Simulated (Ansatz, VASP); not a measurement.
**One calculation of TiB, two programs**

```xyz
2
Lattice="0.0000 2.4533 2.4533 2.4533 0.0000 2.4533 2.4533 2.4533 0.0000" Properties=species:S:1:pos:R:3 pbc="T T T"
Ti    3.6800    3.6800    3.6800
B     0.0000    0.0000    0.0000
```

Alike in both runs: task relaxation of cell and atoms; functional PBEsol; k mesh 14 × 14 × 14; occupations gaussian, width 0.1 eV; no spin polarisation.

|  | VASP | Ansatz |
| --- | --- | --- |
| version | VASP 6.6.1 | Ansatz 0.2.0 |
| potentials or method | VASP PAW PBE potentials, release 64 (Ti_sv, B) | scalar-relativistic, plane waves, PAW |
| plane-wave cutoff (eV) | 600 | 420 |
| valence electrons in the cell | 15 | 15 |

```csv
,VASP,Ansatz,Ansatz less VASP
"gap on the k mesh at the Fermi level, each at its own relaxed structure (eV)",none,none,-
relaxed volume (Å³/atom),14.78,14.77,-0.014
relaxed cell length with the largest relative difference (Å),3.471,3.470,-0.0011
```

A gap of «none» marks a metal or a gap that the smearing closes.

Caveats: the PAW data sets were made with another functional, which shifts forces and pressure a little (VASP).
